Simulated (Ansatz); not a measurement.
**ZnS (CsCl type): the dielectric function from several functionals**

How does ZnS (CsCl type) absorb light if electrons and holes don't interact? Plan: optics with PBE on 6×6×6; optics with r2SCAN on 6×6×6.

Method: plane waves, PAW; no local fields, no excitons, in Ansatz 0.2.0.

1 further run of the same task is left out (it didn't finish).

## (1) The starting structure

Symmetry: Pm-3m, No. 221, cubic system. Conventional cell: a = 3.179 Å, b = 3.179 Å, c = 3.179 Å, α = 90.00°, β = 90.00°, γ = 90.00°. Zn (site symmetry m-3m) has 8 S at 2.75 Å as nearest neighbours. S (site symmetry m-3m) has 8 Zn at 2.75 Å as nearest neighbours.

Structure file:

```xyz
2
Lattice="3.1792 0.0000 0.0000 0.0000 3.1792 0.0000 0.0000 0.0000 3.1792" Properties=species:S:1:pos:R:3 pbc="T T T"
Zn    0.0000    0.0000    0.0000
S     1.5896    1.5896    1.5896
```

The cell was relaxed beforehand with r2SCAN; those runs aren't shown.

## (2) Optics, PBE

input.yaml

```yaml
crystal:
  lattice:
    - [3.1792338589, 0.0, 0.0]
    - [0.0, 3.1792338589, 0.0]
    - [0.0, 0.0, 3.1792338589]
  atoms:
    - { symbol: Zn, position: [0.0, 0.0, 0.0] }
    - { symbol: S, position: [0.5, 0.5, 0.5] }
kpoints:
  mp_grid: { grid: [6, 6, 6] }
hamiltonian:
  xc: pbe
scf:
  occupations: { method: fermi_dirac, width: 0.02 }
output:
  optics:
    e_range: [0, 12]
    de: 0.05
    sigma: 0.1
    bands: { spectra_wanted_up_to: 12 }
```

Command:

```bash
> ansatz run input.yaml --threads 4 --pin off --max-ram 3686MiB --backend cpu --events-out ev --progress --plain --runs-dir out
```

What it wrote:

```text
Warning: RAYON_NUM_THREADS=4 ignored (pool sized by the plan → 4); use --threads N
Engine: ansatz 0.2.0, aarch64-unknown-linux-gnu
Pseudopotentials: kind: paw
Pseudopotential: Zn, paw, valence charge 12, recommended cutoff 420 eV (normal), Zn.paw.azcp
Pseudopotential: S, paw, valence charge 6, recommended cutoff 420 eV (normal), S.paw.azcp
Functional definition: PBE
  parameter kappa = 0.804
  parameter beta = 0.06672455060314922
  exchange = pbe_x(kappa = kappa, mu = beta*pi^2/3)
  correlation = pbe_c(beta = beta)
Crystal: 2 atoms, lattice volume = 32.134 Å³
Basis set: ecut = 420 eV, 619 PW (Γ)
Bands: 13, of which v1, the nominal top of the filled ones, is band 9 counted from 1 (8 counted from 0)
Symmetry: 48 space group operations
Space group: Pm-3m (ITA 221), of the structure as read, at distance tolerance 3.2e-5 Å
k-points: 20 of 216
Non-local potential: Zn, projectors of the file, l = 0: 2, l = 1: 2, l = 2: 3, l = 3: 1
Non-local potential: S, projectors of the file, l = 0: 2, l = 1: 2, l = 2: 2
PAW form: soft (Blöchl's): semilocal exchange-correlation on the pseudo side does not see the compensation charge
PAW one-centre angular grid: Zn, 590 points (default); XC on 64 Gauss nodes
PAW one-centre angular grid: S, 110 points (default); XC on 64 Gauss nodes
Initial density: superposition of atomic densities (neutral atoms: chi_scale 0, normalization atom), corrected by the library's trained network
Initial wavefunctions: pseudopotential atomic-orbital guess
Functional: x = pbe(κ = 0.804, μ = 0.2195149727645171), c = pbe(β = 0.06672455060314922)
SCF iter   1: F=—  HF=-4220.782186 eV  |F-HF|=—  |Δ(HF+E_count)|=         —  Δρ=1.95e-3  dr2=2.32e-3  ethr=1.77e-3  ⟨swp⟩=5.7  Hψ=1481  notcnv=0
preconditioner: auto → none  [metal: Δε(μ)=0.024 eV  Ē_g=11.877 eV  σ=0.020 eV  W_gap=0.29  n_scr=6 (ndim 8)  ℏωp=27.8 eV  f_vac=0.000  D(μ)=4.41/eV (n_scr^D=80)  sad-step TF]
SCF iter   2: F=—  HF=-4220.782347 eV  |F-HF|=—  |Δ(HF+E_count)|=   1.62e-4  Δρ=1.84e-3  dr2=1.49e-3  ethr=1.29e-5  ⟨swp⟩=2.5  Hψ=612  notcnv=0
SCF iter   3: F=—  HF=-4220.782225 eV  |F-HF|=—  |Δ(HF+E_count)|=   1.22e-4  Δρ=9.40e-4  dr2=5.66e-4  ethr=8.29e-6  ⟨swp⟩=1.4  Hψ=294  notcnv=0
SCF iter   4: F=—  HF=-4220.782164 eV  |F-HF|=—  |Δ(HF+E_count)|=   6.14e-5  Δρ=1.88e-4  dr2=5.72e-6  ethr=3.14e-6  ⟨swp⟩=1.0  Hψ=260  notcnv=0
SCF iter   5: F=—  HF=-4220.782162 eV  |F-HF|=—  |Δ(HF+E_count)|=   1.98e-6  Δρ=3.99e-5  dr2=2.17e-7  ethr=3.18e-8  ⟨swp⟩=2.0  Hψ=418  notcnv=0
SCF iter   6: F=—  HF=-4220.782166 eV  |F-HF|=—  |Δ(HF+E_count)|=   3.70e-6  Δρ=3.20e-5  dr2=2.25e-7  ethr=1.21e-9  ⟨swp⟩=2.0  Hψ=443  notcnv=0
SCF iter   7: F=—  HF=-4220.782166 eV  |F-HF|=—  |Δ(HF+E_count)|=   6.46e-8  Δρ=4.24e-6  dr2=6.80e-9  ethr=1.21e-9  ⟨swp⟩=2.0  Hψ=367  notcnv=0
SCF iter   8: F=—  HF=-4220.782166 eV  |F-HF|=—  |Δ(HF+E_count)|=  6.82e-10  Δρ=2.41e-6  dr2=1.59e-9  ethr=3.78e-11  ⟨swp⟩=1.1  Hψ=279  notcnv=0
SCF iter   9: F=-4220.782166 eV  HF=-4220.782166 eV  |F-HF|=2.73e-12  |Δ(HF+E_count)|=  3.51e-10  Δρ=1.37e-7  dr2=3.44e-12  ethr=1.00e-12  ⟨swp⟩=1.8  Hψ=879  notcnv=0
SCF 1 converged in 9 iterations: F = -4220.782166 eV  dr2 = 3.44e-12
NSCF: frozen V_eff on 20 k-points
Optics k sum: 0 of 20 k-points
[...]
output.optics: what the bands over the 21 summed would add to eps1, eps2 and the energy-loss function is held between a lower and an upper bound (8 Lanczos steps). eps1, eps2 and their loss function (loss_summed_bands) are given on every row as the summed bands alone make them. Along an axis, on a row where the two bounds hold the loss function to about 1 % of the greater of itself and 0.5 % of |1/eps|, its cell (loss_completed) is given, with the completed eps1 and eps2 that it is formed of (a cell that is left empty reads nan in the table and null in the record). The two bounds hold it so along every axis on all 240 rows up to 12.000 eV. The run works to bound the rows up to 12.000 eV and no higher ones: a peak of the loss function over that energy may be left empty with no warning. To have the run work for it, set output.optics.bands.spectra_wanted_up_to to a higher energy. perfect_screening_sum, loss_f_sum_n_eff and, beside carriers, perfect_screening_limit are those of loss_summed_bands: over the bounded function the two sums would run over rows that are not all bounded, and lack what the bands left out lay past the top of the energy grid. Bounded is said of the bands left out alone, which are those that the basis at basis.ecutwfc holds: it says nothing of that cutoff, of the k-point mesh, of what the sum inside its cells errs by (eps2_relative_error), of the factors of all_electron_strengths, nor of how far the SCF is converged. The bands left out are taken at the k-points, and what their mean over the points' cells stands off that by is in neither bound: the run's estimate of it, which the test of a row counts in, is 0.05 % of |eps| at the most among the values given; where the mean stood off by over 0.5 % the points' spread read 0.1 to 3 times that
SCF converged after 9 iterations
Free energy (F): -4220.782166 eV
Harris-Foulkes:  -4220.782166 eV  (|F-HF|=2.73e-12)
Internal energy: -4220.776754 eV  (E = F + TS)
E sigma→0 (E₀):  -4220.779460 eV
Entropy (-TS):   -0.005411 eV (-2.706 meV/atom)
Fermi energy:    9.424763 eV
--- Per-component energies (eV) ---
  E_band       = 54.918653
  E_kinetic    = 236.842402
  E_local      = -1759.417706  (includes V_loc(G=0)·N_el)
  E_nonlocal   = 645.655327
  E_hartree    = 738.225131
  E_xc         = -233.011816
  E_vxc        = -137.790014  (∫ρ·V_xc dr)
  E_paw        = -2430.969046  (= ΣΔE_a)
  E_vpaw       = -406.821349  (= ΣTr[D̂ρ^β])
  E_aug_tail   = -0.000350  (compensation charges beyond the density's cutoff)
  E_ewald      = -1418.100696
  E_smearing   = -0.005411  (= −TS)
  E_closure    = 0.000000  (closes the sum)
  Σ components = -4220.782166   (vs F -4220.782166, Δ=0.00e0)
--- Band table (eV; the first three rows and the last of 20) ---
  k-point 0: bands = ["-5.2245", "2.2219", "2.2219", "2.6249", "2.6249", "2.6249", "8.0073", "8.0073", "8.0073", "8.8233", "15.4099", "15.4099", "21.5976"]
  k-point 1: bands = ["-4.9450", "2.2365", "2.2387", "2.5626", "2.5626", "2.6301", "5.6546", "8.3040", "8.3040", "10.4231", "15.6636", "16.5842", "19.7476"]
  k-point 2: bands = ["-4.2444", "1.9349", "2.2725", "2.4469", "2.4469", "2.6404", "3.6015", "8.9854", "8.9854", "11.8501", "15.9341", "16.3309", "17.4604"]
  k-point 19: bands = ["-1.6436", "1.8611", "1.8611", "1.8611", "2.7698", "2.7698", "6.6854", "6.6854", "6.6854", "10.5946", "10.5946", "10.5946", "11.6415"]
```

Run time: 3.9 s. Hardware: 4 threads of Arm Neoverse V1, shared host; peak memory 0.5 GiB.

optics.tsv begins:

```
# eps2_relative_error = 0.0030
# drude_weight_relative_error = 0.0286
# drude_damping_ev = 0e0
# drude_plasma_energy_squared_ev2(xx yy zz xy xz yz) = 44.984347 44.984347 44.984347 0.000000 0.000000 0.000000
# drude_plasma_energy_ev(xx yy zz) = 6.707037 6.707037 6.707037
# f_sum_n_eff(xx yy zz) = 8.094837 8.094837 8.094837 of n_electrons = 18.000000
# n_bands = 21
# n_bands_set_by = photon_energy
# valid_up_to_ev = 19.724712
```

The dielectric function from optics.tsv (isotropic), one row in 6 (narrow peaks fall between the rows):

```csv
E (eV),ε₂ xx,ε₁ xx
0.05,107.52,-17865.00
0.35,4.56,-370.90
0.65,1.08,-100.07
0.95,0.56,-40.96
1.25,0.93,-17.84
1.55,2.29,-7.55
1.85,2.85,-1.67
2.15,3.65,2.20
2.45,4.85,4.80
2.75,6.23,6.29
3.05,7.49,7.37
3.35,11.03,8.83
3.65,10.98,3.63
3.95,10.19,6.68
4.25,14.08,5.03
4.55,13.98,-1.42
4.85,9.30,-0.82
5.15,9.01,1.04
5.45,10.82,-0.06
5.75,9.92,-1.11
6.05,10.04,-1.68
6.35,8.54,-4.84
6.65,5.71,-3.28
6.95,5.86,-2.11
7.25,5.30,-1.36
7.55,7.68,-3.13
7.85,5.15,-4.22
8.15,4.06,-3.64
8.45,3.49,-3.24
8.75,3.05,-2.74
9.05,3.06,-2.38
9.35,2.90,-2.36
9.65,2.72,-2.33
9.95,2.55,-2.38
10.25,2.07,-2.36
10.55,1.75,-2.11
10.85,1.59,-1.86
11.15,1.43,-1.73
11.45,1.25,-1.57
11.75,1.07,-1.28
```

Tallest peaks of ε₂: 122.9 at 0.10 eV. The bands are partly filled, so the low end hangs on the mesh and the damping.

## (3) Optics, r2SCAN

Edit input.yaml of step 2 so:

```diff
@@ -11,3 +11,3 @@
 hamiltonian:
-  xc: pbe
+  xc: r2scan
 scf:
@@ -20 +20,5 @@
     bands: { spectra_wanted_up_to: 12 }
+  write_density: true
+  write_potential: true
+  elf: true
+  volumetric_format: npy
```

Command:

```bash
> ansatz run input.yaml --threads 4 --pin off --max-ram 3686MiB --backend cpu --events-out ev --progress --plain --runs-dir out
```

What it wrote:

```text
Warning: RAYON_NUM_THREADS=4 ignored (pool sized by the plan → 4); use --threads N
[... 2 set-up lines as earlier in the session ...]
Pseudopotential: Zn, paw, valence charge 12, recommended cutoff 500 eV (meta_gga), Zn.paw.azcp
Pseudopotential: S, paw, valence charge 6, recommended cutoff 500 eV (meta_gga), S.paw.azcp
Functional definition: r2SCAN
  parameter k0 = 0.174
  parameter k1 = 0.065
  parameter a1 = 4.9479
  exchange = r2scan_x(k0 = k0, k1 = k1, a1 = a1)
  correlation = r2scan_c
Crystal: 2 atoms, lattice volume = 32.134 Å³
Basis set: ecut = 500 eV, 799 PW (Γ), exchange–correlation on 96×96×96 points (64 copies of the dense FFT grid, shifted against one another)
Bands: 13, of which v1, the nominal top of the filled ones, is band 9 counted from 1 (8 counted from 0)
[... 2 set-up lines as earlier in the session ...]
k-points: 20 of 216
[... 3 set-up lines as earlier in the session ...]
PAW frozen core: Zn, regenerated for the run's functional (the file was generated under x = pbe(κ = 0.804, μ = 0.2195149727645171), c = pbe(β = 0.06672455060314922))
PAW frozen core: S, regenerated for the run's functional (the file was generated under x = pbe(κ = 0.804, μ = 0.2195149727645171), c = pbe(β = 0.06672455060314922))
PAW one-centre angular grid: Zn, 590 points (default); XC on 261 of its mesh's 2673 points in the sphere
PAW one-centre angular grid: S, 302 points (default); XC on 160 Gauss nodes
[... 2 set-up lines as earlier in the session ...]
Functional: x = r2scan, c = r2scan; τ floored in thin density (d = 2e-4 eV/Å³)
SCF iter   1: F=—  HF=-4231.265798 eV  |F-HF|=—  |Δ(HF+E_count)|=         —  Δρ=1.91e-2  dr2=5.85e-2  dr2_τ=3.68e-3  ethr=1.77e-3  ⟨swp⟩=6.1  Hψ=1538  notcnv=0
preconditioner: auto → none  [metal: Δε(μ)=0.009 eV  Ē_g=12.817 eV  σ=0.020 eV  W_gap=0.12  n_scr=6 (ndim 8)  ℏωp=27.8 eV  f_vac=0.000  D(μ)=2.81/eV (n_scr^D=32)  sad-step TF]
SCF iter   2: F=—  HF=-4231.274388 eV  |F-HF|=—  |Δ(HF+E_count)|=   8.59e-3  Δρ=5.31e-3  dr2=1.00e-2  dr2_τ=2.80e-4  ethr=3.25e-4  ⟨swp⟩=2.0  Hψ=661  notcnv=0
SCF iter   3: F=—  HF=-4231.273654 eV  |F-HF|=—  |Δ(HF+E_count)|=   7.35e-4  Δρ=4.34e-3  dr2=3.15e-3  dr2_τ=7.88e-5  ethr=5.57e-5  ⟨swp⟩=2.3  Hψ=513  notcnv=0
SCF iter   4: F=—  HF=-4231.273280 eV  |F-HF|=—  |Δ(HF+E_count)|=   3.74e-4  Δρ=6.61e-4  dr2=1.26e-4  dr2_τ=1.21e-5  ethr=1.75e-5  ⟨swp⟩=2.4  Hψ=596  notcnv=0
SCF iter   5: F=—  HF=-4231.273292 eV  |F-HF|=—  |Δ(HF+E_count)|=   1.18e-5  Δρ=1.84e-4  dr2=4.16e-6  dr2_τ=1.62e-7  ethr=6.97e-7  ⟨swp⟩=2.3  Hψ=450  notcnv=0
SCF iter   6: F=—  HF=-4231.273296 eV  |F-HF|=—  |Δ(HF+E_count)|=   4.18e-6  Δρ=4.67e-5  dr2=5.63e-7  dr2_τ=2.36e-8  ethr=2.31e-8  ⟨swp⟩=2.0  Hψ=415  notcnv=0
SCF iter   7: F=—  HF=-4231.273298 eV  |F-HF|=—  |Δ(HF+E_count)|=   2.33e-6  Δρ=6.37e-6  dr2=1.11e-8  dr2_τ=1.97e-10  ethr=3.13e-9  ⟨swp⟩=2.0  Hψ=421  notcnv=0
SCF iter   8: F=—  HF=-4231.273298 eV  |F-HF|=—  |Δ(HF+E_count)|=   3.18e-9  Δρ=4.70e-7  dr2=7.44e-11  dr2_τ=1.34e-12  ethr=6.14e-11  ⟨swp⟩=2.0  Hψ=443  notcnv=0
SCF iter   9: F=-4231.273298 eV  HF=-4231.273298 eV  |F-HF|=0.00e0  |Δ(HF+E_count)|=  7.82e-11  Δρ=4.80e-8  dr2=1.25e-12  dr2_τ=5.34e-14  ethr=1.00e-12  ⟨swp⟩=3.0  Hψ=715  notcnv=0
SCF 1 converged in 9 iterations: F = -4231.273298 eV  dr2 = 1.25e-12
NSCF: frozen V_eff on 20 k-points
Optics k sum: 0 of 20 k-points
[...]
output.optics: what the bands over the 21 summed would add to eps1, eps2 and the energy-loss function is held between a lower and an upper bound (8 Lanczos steps). eps1, eps2 and their loss function (loss_summed_bands) are given on every row as the summed bands alone make them. Along an axis, on a row where the two bounds hold the loss function to about 1 % of the greater of itself and 0.5 % of |1/eps|, its cell (loss_completed) is given, with the completed eps1 and eps2 that it is formed of (a cell that is left empty reads nan in the table and null in the record). The two bounds hold it so along every axis on all 240 rows up to 12.000 eV. The run works to bound the rows up to 12.000 eV and no higher ones: a peak of the loss function over that energy may be left empty with no warning. To have the run work for it, set output.optics.bands.spectra_wanted_up_to to a higher energy. perfect_screening_sum, loss_f_sum_n_eff and, beside carriers, perfect_screening_limit are those of loss_summed_bands: over the bounded function the two sums would run over rows that are not all bounded, and lack what the bands left out lay past the top of the energy grid. Bounded is said of the bands left out alone, which are those that the basis at basis.ecutwfc holds: it says nothing of that cutoff, of the k-point mesh, of what the sum inside its cells errs by (eps2_relative_error), of the factors of all_electron_strengths, nor of how far the SCF is converged. The bands left out are taken at the k-points, and what their mean over the points' cells stands off that by is in neither bound: the run's estimate of it, which the test of a row counts in, is 0.04 % of |eps| at the most among the values given; where the mean stood off by over 0.5 % the points' spread read 0.1 to 3 times that
SCF converged after 9 iterations
Free energy (F): -4231.273298 eV
Harris-Foulkes:  -4231.273298 eV  (|F-HF|=0.00e0)
Internal energy: -4231.270123 eV  (E = F + TS)
E sigma→0 (E₀):  -4231.271711 eV
Entropy (-TS):   -0.003175 eV (-1.588 meV/atom)
Fermi energy:    9.352727 eV
--- Per-component energies (eV) ---
  E_band       = 47.401843
  E_kinetic    = 236.651713
  E_local      = -1765.533332  (includes V_loc(G=0)·N_el)
  E_nonlocal   = 649.868998
  E_hartree    = 743.267540
  E_xc         = -214.119982
  E_vxc        = -145.543914  (∫ρ·V_xc dr)
  E_paw        = -2463.011951  (= ΣΔE_a)
  E_vpaw       = -421.529274  (= ΣTr[D̂ρ^β])
  E_aug_tail   = -0.000028  (compensation charges beyond the density's cutoff)
  E_vtau       = 6.952606  (kinetic-family band-sum trace: ∫τ·v_τ [+ j·A + Jᵃ·Aᵃ] dr)
  E_ewald      = -1418.100696
  E_core_change = -0.292385  (= ΣΔE_core)
  E_smearing   = -0.003175  (= −TS)
  E_closure    = 0.000000  (closes the sum)
  Σ components = -4231.273298   (vs F -4231.273298, Δ=0.00e0)
--- Band table (eV; the first three rows and the last of 20) ---
  k-point 0: bands = ["-5.9093", "1.7139", "1.7139", "2.0917", "2.0917", "2.0917", "7.8460", "7.8460", "7.8460", "9.1911", "15.7588", "15.7588", "22.3138"]
  k-point 1: bands = ["-5.6211", "1.7295", "1.7324", "2.0308", "2.0308", "2.0969", "5.5184", "8.1528", "8.1528", "10.7379", "16.0284", "17.0141", "20.2518"]
  k-point 2: bands = ["-4.9021", "1.5075", "1.7606", "1.9171", "1.9171", "2.1075", "3.2741", "8.8585", "8.8585", "12.2438", "16.4424", "16.7380", "17.8151"]
  k-point 19: bands = ["-2.1820", "1.3529", "1.3529", "1.3529", "2.2315", "2.2315", "6.4237", "6.4237", "6.4237", "10.7754", "10.7754", "10.7754", "11.9278"]
```

Run time: 5.3 s. Hardware: 4 threads of Arm Neoverse V1, shared host; peak memory 0.56 GiB.

From the head of optics.tsv:

```
# eps2_relative_error = 0.0026
# drude_weight_relative_error = 0.0417
# drude_damping_ev = 0e0
# drude_plasma_energy_squared_ev2(xx yy zz xy xz yz) = 39.128720 39.128720 39.128720 0.000000 0.000000 0.000000
# drude_plasma_energy_ev(xx yy zz) = 6.255295 6.255295 6.255295
# f_sum_n_eff(xx yy zz) = 8.450485 8.450485 8.450485 of n_electrons = 18.000000
# n_bands = 21
# n_bands_set_by = photon_energy
# valid_up_to_ev = 20.798366
```

The dielectric function from optics.tsv (isotropic), one row in 6 (narrow peaks fall between the rows):

```
E (eV)  ε₂ xx      ε₁ xx
  0.05  87.19  -15555.00
  0.35   1.87    -319.57
  0.65   0.50     -86.10
  0.95   0.28     -35.31
  1.25   0.22     -15.96
  1.55   1.06      -6.33
  1.85   1.56      -1.30
  2.15   2.00       2.00
  2.45   2.55       4.39
  2.75   3.34       6.25
  3.05   4.43       7.65
  3.35   5.62       8.72
  3.65   7.47      10.60
  3.95  12.57       7.72
  4.25  11.11       6.79
  4.55  13.70       5.23
  4.85  13.72       0.40
  5.15   9.36      -0.90
  5.45   8.26       0.75
  5.75   8.93       1.98
  6.05  10.38      -0.04
  6.35   9.50      -0.90
  6.65   9.85      -2.21
  6.95   6.78      -4.08
  7.25   5.46      -2.36
  7.55   5.45      -1.73
  7.85   5.99      -0.26
  8.15   7.09      -3.44
  8.45   4.78      -3.85
  8.75   3.85      -3.30
  9.05   3.34      -2.93
  9.35   2.96      -2.44
  9.65   2.93      -2.21
  9.95   2.77      -2.13
 10.25   2.64      -2.10
 10.55   2.46      -2.11
 10.85   2.17      -2.14
 11.15   1.79      -2.03
 11.45   1.54      -1.79
 11.75   1.39      -1.57
```

Tallest peaks of ε₂: 94.4 at 0.10 eV, 14.7 at 4.70 eV. The bands are partly filled, so the low end hangs on the mesh and the damping.

## (4) The levels side by side

```csv
level,mesh,tallest peak of ε₂,time
PBE,6×6×6,122.9 at 0.10 eV,3.9 s
r2SCAN,6×6×6,94.4 at 0.10 eV,5.3 s
```

## (5) Results

| quantity | value |
| --- | --- |
| tallest peak of ε₂, PBE | 122.9 at 0.10 eV |
| tallest peak of ε₂, r2SCAN | 94.4 at 0.10 eV |

The bands overlap (by 0.8 eV on the mesh), so no ε∞ is quoted there; free carriers add a Drude term, which without damping shows in ε₁ alone. For such bands the peaks and the Drude weight on a 6×6×6 mesh aren't converged.
